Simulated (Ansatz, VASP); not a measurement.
# GaP in VASP and in Ansatz

```
Ga P
1.0
     0.00000    2.72316    2.72316
     2.72316    0.00000    2.72316
     2.72316    2.72316    0.00000
Ga P
1 1
Direct
  0.00000 0.00000 0.00000
  0.75000 0.75000 0.75000
```

Alike in both runs: functional PBE; dispersion D3(BJ); k mesh 8 × 8 × 8; occupations gaussian, width 0.02 eV; no spin polarisation.

Ansatz relaxed the structure, and its values are those at the end. VASP's run is a single point on that final structure, the one shown.

|  | VASP | Ansatz |
| --- | --- | --- |
| version | VASP 6.6.1 | Ansatz 0.2.0 |
| potentials or method | VASP PAW PBE potentials, release 64 (Ga_d, P) | scalar-relativistic, plane waves, PAW |
| plane-wave cutoff (eV) | 520 | 420 |
| valence electrons in the cell | 18 | 18 |

|  | VASP | Ansatz | Ansatz less VASP |
| --- | --- | --- | --- |
| gap on the k mesh at the Fermi level (eV) | 1.64 | 1.64 | +0.001 |
| least direct gap on the mesh (eV) | 1.85 | 1.85 | +0.003 |
| pressure (GPa) | -0.1 | 0.0 | +0.11 |

A k mesh can miss the band edges. A hybrid or GW would open this gap; PBE tends to underestimate it.
